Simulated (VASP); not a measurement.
From an Ansatz input to VASP: NaH (strained measured structure)

Ansatz input

```yaml
crystal:
  lattice:
    - [0.0, 2.3975116422, 2.3975116422]
    - [2.4085401958, 0.0, 2.3975116422]
    - [2.4085401958, 2.3975116422, 0.0]
  atoms:
    - { symbol: Na, position: [0.0, 0.0, 0.0] }
    - { symbol: H, position: [0.5, 0.5, 0.5] }
kpoints:
  mp_grid: { grid: [10, 10, 10] }
  band_path:
    path:
      - [0.0, 0.0, 0.0]
      - [0.5, 0.0, 0.5]
      - [0.625, 0.25, 0.625]
      - [0.375, 0.375, 0.75]
      - [0.5, 0.5, 0.5]
      - [0.5, 0.25, 0.75]
      - [0.0, 0.0, 0.5]
    npoints: 1
hamiltonian:
  xc: pbe
scf:
  occupations: { method: fermi_dirac, width: 0.02 }
  n_extra_bands: 4
output:
  forces: true
  stress: true
  eigenvalues: true
```

Problem. Write VASP inputs for this cell and level of theory.

Solution. 

INCAR

```
IBRION = -1
ISIF = 2
NBANDS = 11
ISMEAR = -1
SIGMA = 0.02
NSW = 0
LREAL = .FALSE.
NELM = 120
LWAVE = .FALSE.
GGA = PE
EDIFF = 1E-7
ENCUT = 520
LASPH = .TRUE.
PREC = Accurate
LCHARG = .FALSE.
```

KPOINTS

```
KPOINTS created by Atomic Simulation Environment
0
Gamma
10 10 10
0 0 0
```

KPOINTS_OPT

```
special points
7
Reciprocal
0.0000000000 0.0000000000 0.0000000000 1
0.5000000000 0.0000000000 0.5000000000 1
0.6250000000 0.2500000000 0.6250000000 1
0.3750000000 0.3750000000 0.7500000000 1
0.5000000000 0.5000000000 0.5000000000 1
0.5000000000 0.2500000000 0.7500000000 1
0.0000000000 0.0000000000 0.5000000000 1
```

POSCAR

```
Na H
 1.0000000000000000
     0.0000000000000000    2.3975116422000000    2.3975116422000000
     2.4085401958000001    0.0000000000000000    2.3975116422000000
     2.4085401958000001    2.3975116422000000    0.0000000000000000
 Na  H
   1   1
Cartesian
  0.0000000000000000  0.0000000000000000  0.0000000000000000
  2.4085401958000001  2.3975116422000000  2.3975116422000000
```

VASP ran with the recommended PBE PAW datasets (8 valence electrons in the cell). Other inputs would serve too.

```json
{"": "gap between bands v and c", "Ansatz": "3.79 eV", "VASP": "3.79 eV"}
{"": "least direct gap", "Ansatz": "4.66 eV", "VASP": "4.66 eV"}
{"": "pressure", "Ansatz": "0.4 GPa", "VASP": "0.4 GPa"}
```

Datasets and cutoffs are each program's own. VASP's cell holds 8 valence electrons and Ansatz's 10. Ansatz's stress includes a Pulay correction; VASP's doesn't.
